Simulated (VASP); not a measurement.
# Pt: single point with PBEsol

The system is Pt.

```xyz
1
Lattice="2.8679 0.0000 0.0010 -1.4340 2.4837 0.0000 1.4347 0.8283 2.1785" Properties=species:S:1:pos:R:3 pbc="T T T"
Pt    0.0000    0.0000    0.0000
```

* Program: VASP 6.6.1
* Task: single point
* Functional: PBEsol
* Potentials or basis: VASP PAW PBE potentials, release 64 (Pt)
* Cutoff: 520 eV
* k mesh: 12 × 12 × 16
* Occupations: gaussian, width 0.1 eV
* Spin: no spin polarisation
* Dipole correction: no
* Further INCAR settings: ALGO = Fast; EDIFF = 1e-06; NBANDS = 11; ISYM = 0

```json
{
 "Pressure": "-7.3 GPa",
 "Band gap on the k mesh": "none (metal or under the smearing width)"
}
```

Stress tensor (GPa, compression positive):
```
-10.65   0.04   0.00
  0.04 -10.70   0.00
  0.00   0.00  -0.45
```

Levels at points of the mesh, in eV from the Fermi level:
| k point | band 1 | band 2 | band 3 | band 4 | band 5 | band 6 | band 7 | band 8 | band 9 | band 10 |
| --- | --- | --- | --- | --- | --- | --- | --- | --- | --- | --- |
| (0.00, 0.00, 0.00) | -9.98 | -4.01 | -4.00 | -3.04 | -1.47 | -1.46 | 14.63 | 18.78 | 18.79 | 21.18 |
| (0.50, 0.00, 0.00) | -6.81 | -6.36 | -0.09 | 0.39 | 0.62 | 1.81 | 8.61 | 10.38 | 12.18 | 19.61 |
| (0.00, 0.50, 0.00) | -7.15 | -4.18 | -3.09 | -0.61 | -0.28 | 0.18 | 5.34 | 14.44 | 18.44 | 19.84 |
| (0.50, 0.50, 0.00) | -7.15 | -4.18 | -3.09 | -0.61 | -0.28 | 0.18 | 5.34 | 14.44 | 18.44 | 19.84 |
| (0.00, 0.00, 0.50) | -6.91 | -3.80 | -3.80 | 0.23 | 0.24 | 0.24 | 6.65 | 13.70 | 17.70 | 17.71 |
| (0.50, 0.00, 0.50) | -7.16 | -4.19 | -3.09 | -0.62 | -0.28 | 0.18 | 5.33 | 14.44 | 18.44 | 19.86 |
| (0.00, 0.50, 0.50) | -6.82 | -6.36 | -0.09 | 0.39 | 0.62 | 1.79 | 8.60 | 10.38 | 12.20 | 19.61 |
| (0.50, 0.50, 0.50) | -6.82 | -6.36 | -0.09 | 0.39 | 0.62 | 1.79 | 8.60 | 10.38 | 12.20 | 19.61 |

It took 2.2 min on 1 thread of AMD EPYC 9R45 96-Core Processor (Zen 5), on a shared host, peak memory 0.27 GiB.

Caveat: the PAW data sets were made with another functional, which shifts forces and pressure a little. The run has no spin-orbit coupling, so splittings on Pt are missing.
